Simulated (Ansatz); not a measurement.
# WS2: the cost of one run

Computed with Ansatz 0.2.0 (DFT LDA, scalar-relativistic, plane waves, PAW, unless a step's input says otherwise).

The COD entry's cell or inner coordinates are ideal or old and differ from later refinements, so a difference from it is no clean test against experiment.

1 further run of the same task is left out (it didn't finish).

### Step 1. The starting structure

Symmetry: P6_3/mmc, No. 194, hexagonal system. The conventional cell has a = 3.180 Å, b = 3.180 Å, c = 12.500 Å, α = 90.00°, β = 90.00°, γ = 120.00°. W (site symmetry -6m2) has 6 S at 2.45 Å as nearest neighbours. S (site symmetry 3m) has 3 W at 2.45 Å as nearest neighbours.

Coordinates:

```cif
data_structure
_symmetry_space_group_name_H-M 'P 1'
_symmetry_Int_Tables_number 1
_cell_length_a 3.1800
_cell_length_b 3.1800
_cell_length_c 12.5000
_cell_angle_alpha 90.000
_cell_angle_beta 90.000
_cell_angle_gamma 120.000
_cell_volume 109.47
loop_
_atom_site_label
_atom_site_type_symbol
_atom_site_fract_x
_atom_site_fract_y
_atom_site_fract_z
_atom_site_occupancy
W1 W 0.33333 0.66667 0.25000 1
W2 W 0.66667 0.33333 0.75000 1
S1 S 0.33333 0.66667 0.62000 1
S2 S 0.66667 0.33333 0.12000 1
S3 S 0.33333 0.66667 0.88000 1
S4 S 0.66667 0.33333 0.38000 1
```

The cell is taken as given, not relaxed at this level.

### Step 2. Zero of energy

Reference values: F = -23743.0626 eV; pressure -11.46 GPa; largest force 1.480 eV/Å; gap on the mesh 0.92 eV. It was computed beforehand with the settings of the runs below.

### Step 3. The scan: rattled cells

All atoms are moved at random with no net shift, in some cells together with a random strain.

### Step 4. Point rms move = 0.161 Å

The input, input.yaml:

```yaml
crystal:
  lattice:
    - [3.29114911, -0.0002181458, -0.0917872788]
    - [-1.6457634748, 2.7855091217, -0.0077252718]
    - [-0.3607990904, -0.243371825, 12.6557621287]
  atoms:
    - { symbol: W, position: [0.3510144747, 0.646565223, 0.2398750822] }
    - { symbol: W, position: [0.6683747203, 0.3457982847, 0.7630891575] }
    - { symbol: S, position: [0.4006092407, 0.693258889, 0.6156424039] }
    - { symbol: S, position: [0.6015600611, 0.2709067643, 0.1202068611] }
    - { symbol: S, position: [0.3062501853, 0.6760278152, 0.8796884384] }
    - { symbol: S, position: [0.6721913179, 0.3674430238, 0.3814980569] }
basis:
  ecutwfc: 420
kpoints:
  mp_grid: { grid: [12, 12, 4] }
hamiltonian:
  xc: lda
scf:
  occupations: { method: gaussian, width: 0.05 }
output:
  forces: true
  stress: true
  eigenvalues: true
  write_density: true
  write_potential: true
  elf: true
  volumetric_format: npy
```

The run is started by

```bash
> ansatz run input.yaml --threads 2 --pin off --max-ram 5120MiB --backend cpu --events-out ev --progress --plain --runs-dir out
```

What time and memory should one allow on 2 threads of Arm Neoverse V1, shared host?

About 67 s, with a peak of 0.93 GiB.
